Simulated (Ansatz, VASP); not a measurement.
# One calculation of Al2O3, two programs

```
Al O
1.0
     2.88753    0.00000    0.00000
    -1.44376    2.50067    0.00000
     0.00000    0.00000   32.03512
Al O
2 3
Direct
  0.33333 0.66667 0.29270
  0.66667 0.33333 0.20675
  0.00000 0.00000 0.24973
  0.33333 0.66667 0.18548
  0.66667 0.33333 0.31397
```

Alike in both runs: functional PBE; k mesh 12 × 12 × 1; occupations gaussian, width 0.02 eV; no spin polarisation.

Ansatz relaxed the structure, and its values are those at the end. VASP's run is a single point on that final structure, the one shown.

|  | VASP | Ansatz |
| --- | --- | --- |
| version | VASP 6.6.1 | Ansatz 0.2.0 |
| potentials or method | VASP PAW PBE potentials, release 64 (Al, O) | scalar-relativistic, plane waves, PAW |
| plane-wave cutoff (eV) | 520 | 420 |
| valence electrons in the cell | 24 | 24 |

Ansatz gave:

| Property | Result |
| --- | --- |
| gap on the k mesh at the Fermi level (eV) | 5.10 |
| least direct gap on the mesh (eV) | 5.34 |
| rms of the force components (eV/Å) | 0.000 |

Which values does VASP return?

gap on the k mesh at the Fermi level (eV): 5.07; least direct gap on the mesh (eV): 5.32; rms of the force components (eV/Å): 0.018.

The functional is the same, so the differences come from potentials, cutoffs and numerics. Ansatz warned: «slab_cell_height_set».
